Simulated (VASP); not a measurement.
# Ge3N4 (P6_3/m) in VASP: notebook, part 2 of 3

VASP 6.6.1. The steps go on from the part before.

### 4 Relaxation of cell and atoms, PBE+D3(BJ)

Contents of INCAR:

```
  PREC = Accurate
  ENCUT = 600
  EDIFF = 1E-6
  ISMEAR = 0
  SIGMA = 0.03
  LREAL = False
  LASPH = True
  NELM = 80
  ALGO = Normal
  ISIF = 3
  LWAVE = False
  LCHARG = False
  GGA = PE
  IVDW = 12
  IBRION = 2
  NSW = 90
  EDIFFG = -0.01
  KPAR = 4
```

Contents of KPOINTS:

```
regular mesh
0
Gamma
  6 6 9
```

Contents of POSCAR:

```
Ge3N4
1.0
    8.0509314886      0.0000000000      0.0000000000
   -4.0254657443      6.9723111933      0.0000000000
    0.0000000000      0.0000000000      3.0835213900
Ge N
6 8
Direct
    0.8291483000      0.2354845000      0.7500000000
    0.5936638000      0.8291483000      0.2500000000
    0.2354845000      0.4063362000      0.2500000000
    0.7645155000      0.5936638000      0.7500000000
    0.4063362000      0.1708517000      0.7500000000
    0.1708517000      0.7645155000      0.2500000000
    0.6666666700      0.3333333300      0.7500000000
    0.3333333300      0.6666666700      0.2500000000
    0.6696316000      0.9727169800      0.7500000000
    0.6969146200      0.6696316000      0.2500000000
    0.9727169800      0.3030853800      0.2500000000
    0.0272830200      0.6969146200      0.7500000000
    0.3303684000      0.0272830200      0.2500000000
    0.3030853800      0.3303684000      0.7500000000
```

Potentials or basis: VASP PAW PBE potentials, release 64 (Ge_d, N).

Command:

```console
cat potpaw_PBE.64/Ge_d/POTCAR potpaw_PBE.64/N/POTCAR > POTCAR
mpirun -np 4 vasp_std > vasp.out
```

OUTCAR:

```text
PREC = Accurate
   ENCUT = 600
   EDIFF = 1E-6
   ISMEAR = 0
   LREAL = False
   LASPH = True
   NELM = 80
   ISIF = 3
   GGA = PE
   IVDW = 12
   IBRION = 2
   NSW = 90
   EDIFFG = -0.01
 IVDW          = 12

 ion  position               nearest neighbor table
   1  0.829  0.235  0.750-   7 1.83  11 1.84  11 1.84   9 1.85
   2  0.594  0.829  0.250-   8 1.83   9 1.84   9 1.84  10 1.85
   3  0.235  0.406  0.250-   8 1.83  14 1.84  14 1.84  11 1.85
   4  0.765  0.594  0.750-   7 1.83  10 1.84  10 1.84  12 1.85
   5  0.406  0.171  0.750-   7 1.83  13 1.84  13 1.84  14 1.85
   6  0.171  0.765  0.250-   8 1.83  12 1.84  12 1.84  13 1.85
   7  0.667  0.333  0.750-   1 1.83   5 1.83   4 1.83
   8  0.333  0.667  0.250-   6 1.83   2 1.83   3 1.83
   9  0.670  0.973  0.750-   2 1.84   2 1.84   1 1.85
  10  0.697  0.670  0.250-   4 1.84   4 1.84   2 1.85
  11  0.973  0.303  0.250-   1 1.84   1 1.84   3 1.85
  12  0.027  0.697  0.750-   6 1.84   6 1.84   4 1.85
  13  0.330  0.027  0.250-   5 1.84   5 1.84   6 1.85
  14  0.303  0.330  0.750-   3 1.84   3 1.84   5 1.85

  LATTYP: Found a hexagonal cell.
 ALAT       =     8.0509314886
 C/A-ratio  =     0.3830018172

  Lattice vectors:

 A1 = (   8.0509314886,   0.0000000000,   0.0000000000)
 A2 = (  -4.0254657443,   6.9723111933,   0.0000000000)
 A3 = (   0.0000000000,   0.0000000000,   3.0835213900)

Analysis of symmetry for initial positions (statically):
=====================================================================
 Subroutine PRICEL returns:
 Original cell was already a primitive cell.

 Routine SETGRP: Setting up the symmetry group for a
 hexagonal supercell.

 Subroutine GETGRP returns: Found 12 space group operations
 (whereof  6 operations were pure point group operations)
 out of a pool of 24 trial point group operations.

The static configuration has the point symmetry S_6 .
 The point group associated with its full space group is C_6h.

Analysis of symmetry for dynamics (positions and initial velocities):
=====================================================================
 Subroutine PRICEL returns:
 Original cell was already a primitive cell.

 Routine SETGRP: Setting up the symmetry group for a
 hexagonal supercell.

 Subroutine GETGRP returns: Found 12 space group operations
 (whereof  6 operations were pure point group operations)
 out of a pool of 24 trial point group operations.

The dynamic configuration has the point symmetry S_6 .
 The point group associated with its full space group is C_6h.

 Subroutine INISYM returns: Found 12 space group operations
 (whereof  6 operations are pure point group operations),
 and found     1 'primitive' translations

----------------------------------------------------------------------------------------

                                     Primitive cell

  volume of cell :     173.0892

  direct lattice vectors                    reciprocal lattice vectors
     8.050931489  0.000000000  0.000000000     0.124209230  0.071712232  0.000000000
    -4.025465744  6.972311193  0.000000000     0.000000000  0.143424465  0.000000000
     0.000000000  0.000000000  3.083521390     0.000000000  0.000000000  0.324304545

  length of vectors
     8.050931489  8.050931489  3.083521390     0.143424465  0.143424465  0.324304545

  position of ions in fractional coordinates (direct lattice)
     0.829148300  0.235484500  0.750000000
     0.593663800  0.829148300  0.250000000
     0.235484500  0.406336200  0.250000000
     0.764515500  0.593663800  0.750000000
     0.406336200  0.170851700  0.750000000
[... 55 lines left out ...]
  0.000000  0.000000  0.000000      1.000000
  0.166667 -0.000000  0.000000      6.000000
  0.333333 -0.000000  0.000000      6.000000
  0.500000  0.000000  0.000000      3.000000
  0.166667  0.166667  0.000000      6.000000
  0.333333  0.166667  0.000000      6.000000
[... 16 lines left out ...]
 -0.333333  0.500000 -0.222222     12.000000
  0.333333  0.333333  0.222222      4.000000
 [... further k-points ...]
   k-points           NKPTS =     40   k-points in BZ     NKDIM =     40   number of bands    NBANDS=     74
   number of dos      NEDOS =    301   number of ions     NIONS =     14
   total plane-waves  NPLWV = 114688
   dimension x,y,z NGX =    64 NGY =   64 NGZ =   28
   dimension x,y,z NGXF=   128 NGYF=  128 NGZF=   56
   ions per type =               6   8
   NGX,Y,Z   is equivalent  to a cutoff of  13.22, 13.22, 15.10 a.u.
   NGXF,Y,Z  is equivalent  to a cutoff of  26.43, 26.43, 30.19 a.u.
 SYSTEM =  unknown system
   PREC   = accura    normal or accurate (medium, high low for compatibility)
   ISTART =      0    job   : 0-new  1-cont  2-samecut
   ICHARG =      2    charge: 1-file 2-atom 10-const
   ISPIN  =      1    spin polarized calculation?
   LNONCOLLINEAR =      F non collinear calculations
   LSORBIT =      F    spin-orbit coupling
   LASPH  =      T    aspherical Exc in radial PAW
   ENCUT  =  600.0 eV  44.10 Ry    6.64 a.u.  16.08 16.08  6.16*2*pi/ulx,y,z
   NELM   =     80;   NELMIN=  2; NELMDL= -5     # of ELM steps
   EDIFF  = 0.1E-05   stopping-criterion for ELM
   LREAL  =      F    real-space projection
   EDIFFG = -.1E-01   stopping-criterion for IOM
   NSW    =     90    number of steps for IOM
   IBRION =      2    ionic relax: 0-MD 1-quasi-New 2-CG
   NFREE  =      1    steps in history (QN), initial steepest desc. (CG)
   ISIF   =      3    stress and relaxation
   ISYM   =      2    0-nonsym 1-usesym 2-fastsym
   POTIM  = 0.5000    time-step for ionic-motion
   TEBEG  =    0.0;   TEEND  =   0.0 temperature during run
   PSTRESS=    0.0 pullay stress
   NELECT =     124.0000    total number of electrons
   NUPDOWN=      -1.0000    fix difference up-down
   EMIN   =  10.00;   EMAX   =-10.00  energy-range for DOS
   EFERMI =   0.00;   METHOD = LEGACY
   ISMEAR =     0;   SIGMA  =   0.03  broadening in eV -4-tet -1-fermi 0-gaus
   EFERMI_NEDOS =   21; number of points for ismear=-14 and -15
   IALGO  =     38    algorithm
   IMIX   =      4    mixing-type and parameters
     AMIX     =   0.40;   BMIX     =  1.00
     AMIX_MAG =   1.60;   BMIX_MAG =  1.00
  volume/ion in A,a.u.               =      12.36        83.43
  Fermi-wavevector in a.u.,A,eV,Ry     =   1.464846  2.768158 29.195043  2.145775
  Thomas-Fermi vector in A             =   2.580774
   LORBIT       =      0    0 simple, 1 ext, 2 COOP (PROOUT), +10 PAW based schemes
   GGA     = PE    functional components
   LHFCALC =     F    Hartree Fock is set to
   AEXX    =    0.0000 exact exchange contribution
   IVDW    =    12    specifies the selected vdW correction
   LEPSILON=     F    determine dielectric tensor
   LRPA    =     F    only Hartree local field effects (RPA)
 conjugate gradient relaxation of ions
 non-spin polarized calculation
 Gauss-broadening in eV      SIGMA  =   0.03
  energy-cutoff  :      600.00
  volume of cell :      173.09
 maximum number of plane-waves:      5804
   NGX = 33   NGY = 33   NGZ = 13

--------------------------------------- Ionic step        1  -------------------------------------------

 number of electron     124.0000036 magnetization

 Free energy of the ion-electron system (eV)
  ---------------------------------------------------
  ext. energy  EPLUGINS =         0.00000000
  ---------------------------------------------------
  free energy    TOTEN  =       -94.21283786 eV

  energy without entropy =      -94.21283786  energy(sigma->0) =      -94.21283786

------------------------ aborting loop because EDIFF is reached ----------------------------------------

 Edisp (eV)   -3.19029

 E8    (eV) :    -1.2083
[... 141 lines left out ...]
  FREE ENERGIE OF THE ION-ELECTRON SYSTEM (eV)
  ---------------------------------------------------
  free  energy   TOTEN  =       -97.4139793676 eV

  energy  without entropy=      -97.4139793676  energy(sigma->0) =      -97.41397937

[... ionic steps 4 to 12 ...]

--------------------------------------- Ionic step       13  -------------------------------------------

 number of electron     123.9999999 magnetization

------------------------ aborting loop because EDIFF is reached ----------------------------------------
[... 99 lines left out ...]
--------------------------------------- Ionic step       15  -------------------------------------------

 number of electron     123.9999997 magnetization

 Free energy of the ion-electron system (eV)
  ---------------------------------------------------
  ext. energy  EPLUGINS =         0.00000000
  ---------------------------------------------------
  free energy    TOTEN  =       -94.25492367 eV

  energy without entropy =      -94.25492367  energy(sigma->0) =      -94.25492367

 E-fermi :   5.1447     XC(G=0): -10.8032

 val. band max:        4.9971007985   @ k =   0.0000   0.0000   0.0000
 cond. band min:       7.0567467419   @ k =   0.0000   0.0000   0.0000
 fundamental gap:      2.0596459435
 Fermi energy:         5.1446622869

 k-point     1 :       0.0000    0.0000    0.0000
  band No.  band energies     occupation
      1     -19.5086      2.00000
      2     -19.4818      2.00000
      3     -19.4818      2.00000
      4     -19.4798      2.00000
      5     -19.4416      2.00000
      6     -19.4416      2.00000
[... 1837 lines left out ...]
     73      12.1555      0.00000
     74      12.1555      0.00000

 [... further k-points ...]

------------------------ aborting loop because EDIFF is reached ----------------------------------------

 Edisp (eV)   -3.16009

 E8    (eV) :    -1.1968
[... 37 lines left out ...]
  FREE ENERGIE OF THE ION-ELECTRON SYSTEM (eV)
  ---------------------------------------------------
  free  energy   TOTEN  =       -97.4150143710 eV

  energy  without entropy=      -97.4150143710  energy(sigma->0) =      -97.41501437

 reached required accuracy - stopping structural energy minimisation
```

Run time: 16 min. Hardware: 4 MPI ranks of Intel Xeon Platinum 8488C (Sapphire Rapids), shared host; peak memory 0.67 GiB.

What came out:

```yaml
Free_energy: -97.4150 eV
Relaxed_volume: 12.48 Å³/atom
Relaxed_cell: a = 8.074 Å, b = 8.074 Å, c = 3.094 Å, α = 90.00°, β = 90.00°, γ = 120.00°
Space_group_after_relaxing_to_0.05_Å: P6_3/m (No. 176)
Energy_gained_by_relaxing: 0.8 meV/atom
Ionic_steps: 15
Pressure_after_relaxing: 0.1 GPa
Largest_force_after_relaxing: 0.008 eV/Å
Band_gap_on_the_k_mesh: 2.06 eV, direct
Dispersion_energy_per_atom: -0.226 eV
```

Forces on the atoms (eV/Å):
```
Ge   0.008 -0.002  0.000
Ge   0.005  0.006  0.000
Ge   0.002 -0.007  0.000
Ge  -0.002  0.007  0.000
Ge  -0.005 -0.006  0.000
Ge  -0.008  0.002  0.000
N    0.000  0.000  0.000
N    0.000  0.000  0.000
N    0.004  0.004  0.000
N   -0.002  0.005  0.000
N    0.005 -0.001  0.000
N   -0.005  0.001  0.000
N   -0.004 -0.004  0.000
N    0.002 -0.005  0.000
```

Step by step:
```
step  energy change (eV)  largest force (eV/Å)  pressure (GPa)  volume (Å³)
   1              0.0000                0.0450            1.95       173.09
   2              0.0033                0.0191           -2.18       176.88
   3             -0.0108                0.0245           -0.02       174.84
   4             -0.0108                0.0260            0.10       174.81
   5             -0.0110                0.0238            0.01       174.81
   6             -0.0111                0.0440           -0.01       174.81
   7             -0.0113                0.0337            0.00       174.80
   8             -0.0114                0.0216           -0.02       174.80
   9             -0.0114                0.0246           -0.02       174.80
  10             -0.0116                0.0213            0.01       174.78
  11             -0.0117                0.0233            0.06       174.72
  12             -0.0118                0.0261            0.04       174.71
  13             -0.0119                0.0105           -0.05       174.74
  14             -0.0119                0.0104           -0.05       174.74
  15             -0.0119                0.0077            0.08       174.70
```

Final structure:
```yaml
crystal:
  lattice:
    - [8.07436, 0.00000, 0.00000]
    - [-4.03718, 6.99260, 0.00000]
    - [0.00000, 0.00000, 3.09417]
  atoms:
    - { symbol: Ge, position: [0.83025, 0.23675, 0.75000] }
    - { symbol: Ge, position: [0.59350, 0.83025, 0.25000] }
    - { symbol: Ge, position: [0.23675, 0.40650, 0.25000] }
    - { symbol: Ge, position: [0.76325, 0.59350, 0.75000] }
    - { symbol: Ge, position: [0.40650, 0.16975, 0.75000] }
    - { symbol: Ge, position: [0.16975, 0.76325, 0.25000] }
    - { symbol: N, position: [0.66667, 0.33333, 0.75000] }
    - { symbol: N, position: [0.33333, 0.66667, 0.25000] }
    - { symbol: N, position: [0.66954, 0.97377, 0.75000] }
    - { symbol: N, position: [0.69577, 0.66954, 0.25000] }
    - { symbol: N, position: [0.97377, 0.30423, 0.25000] }
    - { symbol: N, position: [0.02623, 0.69577, 0.75000] }
    - { symbol: N, position: [0.33046, 0.02623, 0.25000] }
    - { symbol: N, position: [0.30423, 0.33046, 0.75000] }
```

Caveat: an odd mesh through Γ misses points on the zone boundary, where band edges often lie.

(Part 2 of 3 ends here.)
